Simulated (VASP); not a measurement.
Set up this calculation in VASP 6.6.1, as the native input.

```
Task                   : single point
Functional             : LDA
Potentials or basis    : VASP PAW LDA potentials, release 64 (Y_sv)
Cutoff                 : 520 eV
k mesh                 : 16 × 16 × 16
Occupations            : gaussian, width 0.15 eV
Spin                   : no spin polarisation
Dipole correction      : no
Further INCAR settings : ALGO = Fast; EDIFF = 1e-07; NBANDS = 12
```

The structure of Y lies in POSCAR:

```
Y
1.0
    0.0000000000      2.5844000000      2.6838000000
    2.5844000000      0.0000000000      2.6838000000
    2.5844000000      2.5844000000      0.0000000000
Y
1
Direct
    0.0000000000      0.0000000000      0.0000000000
```

This isn't the form of Y at room conditions, which is hcp.

The cell isn't the ideal one: strain +0.040 along x and y, +0.080 along z, atoms carried along.

One way to write it, as run:

INCAR

```
PREC = Accurate
ENCUT = 520
EDIFF = 1E-7
ISMEAR = 0
SIGMA = 0.15
LREAL = False
LASPH = True
NELM = 100
ALGO = Fast
ISIF = 2
LWAVE = False
LCHARG = True
LELF = True
LVHAR = True
NBANDS = 12
```

KPOINTS

```
regular mesh
0
Gamma
  16 16 16
```

Potentials or basis: VASP PAW LDA potentials, release 64 (Y_sv).

Launch:

```sh
$ cat potpaw_LDA.64/Y_sv/POTCAR > POTCAR
$ mpirun -np 1 vasp_std > vasp.out
```

It gave:

- Pressure: -6.5 GPa
- Band gap on the k mesh: none (metal or under the smearing width)

It took 2.6 min on 1 thread of Intel(R) Xeon(R) Platinum 8259CL CPU @ 2.50GHz (Skylake/Cascade Lake) (shared host), peak memory 0.28 GiB.
